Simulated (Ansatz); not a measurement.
# CuI (NiAs type): maximally localised Wannier functions

Aim: build maximally localised Wannier functions for CuI (NiAs type) from several sets of trial orbitals, and check spreads and centres, and how well the models interpolate the bands. The runs, in order: PBE, anion s p, 6×6×4; PBE, anion s p, 6×6×2; PBE, anion p, 6×6×4; PBE, metal d and anion p, 6×6×4; PBE, metal d, 6×6×4; r2SCAN, anion s p, 6×6×4; r2SCAN, metal d, 6×6×4; HSE06, anion s p, 6×6×4 (level, trial orbitals, Wannier mesh).

Program: Ansatz 0.2.0. Level of theory: plane waves, PAW. These are calculated values, not measurements.

4 further runs of the same task are left out: 4 that didn't finish.

## 1. The system as given

It takes space group P6_3/mmc (No. 194, hexagonal). Conventional cell: a = 4.147 Å, b = 4.147 Å, c = 6.336 Å, α = 90.00°, β = 90.00°, γ = 120.00°. Cu (site symmetry -3m) has 6 I at 2.87 Å and 2 Cu at 3.17 Å as nearest neighbours. I (site symmetry -6m2) is surrounded by 6 Cu at 2.87 Å.

As a file:

```cif
data_structure
_symmetry_space_group_name_H-M 'P 1'
_symmetry_Int_Tables_number 1
_cell_length_a 4.1473
_cell_length_b 4.1473
_cell_length_c 6.3364
_cell_angle_alpha 90.000
_cell_angle_beta 90.000
_cell_angle_gamma 120.000
_cell_volume 94.39
loop_
_atom_site_label
_atom_site_type_symbol
_atom_site_fract_x
_atom_site_fract_y
_atom_site_fract_z
_atom_site_occupancy
Cu1 Cu 0.00000 0.00000 0.00000 1
Cu2 Cu 0.00000 0.00000 0.50000 1
I1 I 0.33333 0.66667 0.25000 1
I2 I 0.66667 0.33333 0.75000 1
```

Cell and atoms come from an earlier r2SCAN relaxation. No spin polarisation is used; should the compound be magnetic, its bands and low-energy spectrum would differ. No run includes spin-orbit coupling, which matters for I.

## 2. PBE, anion s p, 6×6×4

Input file input.yaml:

```yaml
crystal:
  lattice:
    - [4.1473371297, 0.0, 0.0]
    - [-2.0736685648, 3.5916993124, 0.0]
    - [0.0, 0.0, 6.3363560909]
  atoms:
    - { symbol: Cu, position: [0.0, 0.0, 0.0] }
    - { symbol: Cu, position: [0.0, 0.0, 0.5] }
    - { symbol: I, position: [0.3333333333, 0.6666666667, 0.25] }
    - { symbol: I, position: [0.6666666667, 0.3333333333, 0.75] }
kpoints:
  mp_grid: { grid: [6, 6, 4] }
  band_path:
    path:
      - [[0.0, 0.0, 0.0], [0.5, 1.161546841499e-17, 5.491163107763e-20], [0.3333333333333, 0.3333333333333, 3.660775405205e-20], [0.0, 0.0, 0.0], [1.062897967776e-36, -9.991915941417e-38, 0.5], [0.5, 1.160949239557e-17, 0.5], [0.3333333333333, 0.3333333333333, 0.5], [1.062897967776e-36, -9.991915941417e-38, 0.5]]
      - [[0.5, 1.160949239557e-17, 0.5], [0.5, 1.161546841499e-17, 5.491163107763e-20]]
      - [[0.3333333333333, 0.3333333333333, 0.5], [0.3333333333333, 0.3333333333333, 3.660775405205e-20]]
    npoints: 10
hamiltonian:
  xc: pbe
scf:
  occupations: { method: fixed }
  n_extra_bands: 6
output:
  forces: false
  stress: false
  eigenvalues: true
  wannier:
    kmesh: [6, 6, 4]
    projections: [{ species: I, l: s, shell: 5 }, { species: I, l: p, shell: 5 }]
    minimise: true
    write_hr: true
    conv_tol: 1.0e-08
    max_iter: 3000
```

The run is started by

```bash
$ ansatz run input.yaml --threads 4 --pin off --max-ram 3686MiB --backend cpu --events-out ev --progress --plain --runs-dir out
```

Further steps of the session: PBE, anion s p, 6×6×2; PBE, anion p, 6×6×4; PBE, metal d and anion p, 6×6×4; PBE, metal d, 6×6×4; r2SCAN, anion s p, 6×6×4; r2SCAN, metal d, 6×6×4; HSE06, anion s p, 6×6×4.

Q: Predict the results of all the runs planned. Wanted: total spread, PBE, anion s p, 6×6×4; total spread, PBE, anion s p, 6×6×2; total spread, PBE, anion p, 6×6×4; total spread, PBE, metal d and anion p, 6×6×4; total spread, PBE, metal d, 6×6×4; total spread, r2SCAN, anion s p, 6×6×4; total spread, r2SCAN, metal d, 6×6×4; total spread, HSE06, anion s p, 6×6×4; centres of the first set.

The runs gave:

```
                                     quantity                                 value
          total spread, PBE, anion s p, 6×6×4             21.79 Å² over 8 functions
          total spread, PBE, anion s p, 6×6×2             19.60 Å² over 8 functions
            total spread, PBE, anion p, 6×6×4             22.29 Å² over 6 functions
total spread, PBE, metal d and anion p, 6×6×4            22.69 Å² over 16 functions
            total spread, PBE, metal d, 6×6×4            12.80 Å² over 10 functions
       total spread, r2SCAN, anion s p, 6×6×4             20.00 Å² over 8 functions
         total spread, r2SCAN, metal d, 6×6×4            11.80 Å² over 10 functions
        total spread, HSE06, anion s p, 6×6×4             28.86 Å² over 8 functions
                     centres of the first set  0.52 to 0.67 Å from the nearest atom
```

What this shows: With PBE, anion s p, 6×6×4 the 8 functions move off the atoms, with a mean spread of 2.72 Å²; 88 % of the total is gauge invariant. On one set and mesh the functional gives 21.79 (PBE), 20.00 (r2SCAN), 28.86 (HSE06) Å².
